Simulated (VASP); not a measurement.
Crystal: BN.

```xyz
2
Lattice="0.0000 1.8130 1.8130 1.8130 0.0000 1.8130 1.8130 1.8130 0.0000" Properties=species:S:1:pos:R:3 pbc="T T T"
N     0.9065    0.9065    0.9065
B     0.0000    0.0000    0.0000
```

The cell is a database's computed one.

| Item | Value |
| --- | --- |
| Program | VASP 6.6.1 |
| Task | relaxation of cell and atoms |
| Functional | PBE-EpsX |
| Potentials or basis | VASP PAW PBE potentials, release 64 (N, B) |
| Cutoff | 600 eV |
| k mesh | 7 × 7 × 7 |
| Occupations | fermi-dirac, width 0.05 eV |
| Spin | no spin polarisation |

At the start: pressure -8.1 GPa; volume 5.96 Å³/atom.

Question: How do energy, volume and symmetry change on relaxing?

Answer: Over 3 steps the energy falls by 3.1 meV/atom and the volume is 5.84 Å³/atom (-2.0 %); space group F-43m (No. 216, to 0.05 Å).

Step by step:
| step | energy change (eV) | largest force (eV/Å) | pressure (GPa) | volume (Å³) |
| --- | --- | --- | --- | --- |
| 1 | 0.0000 | 0.0000 | -8.05 | 11.92 |
| 2 | 0.0015 | 0.0000 | 9.53 | 11.41 |
| 3 | -0.0063 | 0.0000 | -0.03 | 11.67 |

Final structure:
```
CELL_PARAMETERS angstrom
0.00000 1.80054 1.80054
1.80054 0.00000 1.80054
1.80054 1.80054 0.00000
ATOMIC_POSITIONS crystal
N 0.25000 0.25000 0.25000
B 0.00000 0.00000 0.00000
```

Caveat: the k mesh is coarse (spacing up to 0.43 Å⁻¹), so the values aren't converged, least of all with exact exchange; the PAW data sets were made with another functional, which shifts forces and pressure a little.
